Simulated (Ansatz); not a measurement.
# TePb: input and output

input.yaml (Ansatz 0.2.0)

```yaml
crystal:
  lattice:
    - [6.07173, -0.366474, 0.369506]
    - [1.792407, 5.015611, -0.216461]
    - [-0.714207, -1.001547, 7.928905]
  atoms:
    - { symbol: Te, position: [0.311326, 0.209367, 0.938618] }
    - { symbol: Te, position: [0.848627, 0.42418, 0.46357] }
    - { symbol: Te, position: [0.095518, 0.745434, 0.839552] }
    - { symbol: Te, position: [0.906283, 0.896359, 0.202866] }
    - { symbol: Pb, position: [0.680567, 0.028438, 0.641444] }
    - { symbol: Pb, position: [0.413009, 0.236931, 0.321711] }
    - { symbol: Pb, position: [0.244909, 0.840557, 0.498845] }
    - { symbol: Pb, position: [0.764509, 0.392229, 0.009448] }
kpoints:
  mp_grid: { grid: [3, 4, 3], shift: [0.5, 0.0, 0.0] }
magnetization:
  spin_polarized: false
scf:
  occupations: { method: fermi_dirac }
  lower_state_search: "off"
  max_iter: 200
hamiltonian:
  pseudopotentials: { kind: paw }
  xc: pbesol
basis:
  ecutwfc: 420
  fft_grid_basis: typed
output:
  forces: true
  stress: true
  eigenvalues: true
  bader: true
  populations: true
  elf: true
  write_potential: true
  volumetric_format: npy
  dos:
    e_range: [-12, 8]
    de: 0.05
    projected: { site_lists: { Pb: [Pb], Te: [Te] } }
checkpoint:
  read: saved_state
```

The run starts from an earlier solution of this cell. 

Parts of the output:

```
Free energy (F): -74625.0989 eV
Harris-Foulkes:  -74625.0989 eV  (|F-HF|=1.41e-9)
Internal energy: -74624.9463 eV  (E = F + TS)
E sigma→0 (E₀):  -74625.0226 eV
Entropy (-TS):   -0.1527 eV (-19.082 meV/atom)
Fermi energy:    10.4564 eV
--- Forces (eV/Å), atoms counted from 1 ---
  atom   1  Te    -0.1751    -0.2595     0.3412
  atom   2  Te     0.2575     0.5277     0.5881
  atom   3  Te    -0.1044    -0.2675    -0.4949
  atom   4  Te    -0.1764    -0.1271    -0.3008
  atom   5  Pb     0.3541    -0.1136     0.1989
  atom   6  Pb    -0.2223     0.2795    -0.4913
  atom   7  Pb    -0.1931    -0.1422    -0.0419
  atom   8  Pb     0.2597     0.1027     0.2007
--- Stress (GPa, compression-positive) ---
        4.4252       1.0167       0.3176
        1.0167       4.3043       0.5954
        0.3176       0.5954       4.7587
  P = ⅓ Tr σ = 4.4960 GPa (44.960 kbar)
--- Löwdin populations: 8 sites ---
  site symbol       q [e]
     0     Te     15.9760
     1     Te     16.0139
     2     Te     15.9166
     3     Te     15.9434
     4     Pb     13.9574
     5     Pb     13.9412
     6     Pb     13.9453
     7     Pb     13.8967
  spilling = 0.0034 (of n_electrons = 120.0000)
```

Absolute energies hang on the potentials; compare differences alone.

Origin: a disordered cell, so it need not be a known compound. Caveats: the k mesh is coarse if the cell is a metal.
